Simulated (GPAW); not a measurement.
Crystal: TaN.

```
CELL_PARAMETERS angstrom
0.00000 2.21132 2.21132
2.21132 0.00000 2.21132
2.21132 2.21132 0.00000
ATOMIC_POSITIONS crystal
Ta 0.50000 0.50000 0.50000
N 0.00000 0.00000 0.00000
```

The cell comes from a database or a generator and needn't be the stable form of this composition.

| Quantity | Value |
| --- | --- |
| Program | GPAW 26.7.0 |
| Task | relaxation of cell and atoms |
| Functional | PBEsol |
| Potentials or basis | PAW data sets generated in the run's folder for this functional |
| Cutoff | 800 eV |
| Basis | pw |
| k mesh | 10 × 10 × 10 |
| Occupations | fermi-dirac, width 0.05 eV |
| Spin | no spin polarisation |

At the start: pressure -11.1 GPa; volume 10.81 Å³/atom.

**Question.** Where does the relaxation end?

**Answer.** Over 17 steps the energy falls by 11.2 meV/atom and the volume is 10.46 Å³/atom (-3.2 %); space group Fm-3m (No. 225, to 0.05 Å).

The path:
```tsv
step	energy change (eV)	largest force (eV/Å)	pressure (GPa)	volume (Å³)
1	0.0000	0.0000	-11.09	21.63
2	-0.0131	0.0000	-7.53	21.39
3	-0.0225	0.0000	-1.16	20.99
4	-0.0145	0.0000	6.20	20.57
5	-0.0157	0.0000	5.63	20.60
6	-0.0179	0.0000	4.54	20.66
7	-0.0202	0.0000	3.06	20.75
8	-0.0218	0.0000	1.33	20.84
9	-0.0225	0.0000	-0.48	20.95
10	-0.0225	0.0000	-0.47	20.95
11	-0.0225	0.0000	-0.45	20.95
12	-0.0225	0.0000	-0.42	20.94
13	-0.0225	0.0000	-0.38	20.94
14	-0.0225	0.0000	-0.33	20.94
15	-0.0225	0.0000	-0.28	20.94
16	-0.0225	0.0000	-0.21	20.93
17	-0.0224	0.0000	-0.14	20.93
```

Final structure:
```
Ta N
1.0
     0.00000    2.18724    2.18724
     2.18724    0.00000    2.18724
     2.18724    2.18724    0.00000
Ta N
1 1
Cartesian
  2.1872 2.1872 2.1872
  0.0000 0.0000 0.0000
```

Caveat: later steps reuse the first step's grids.
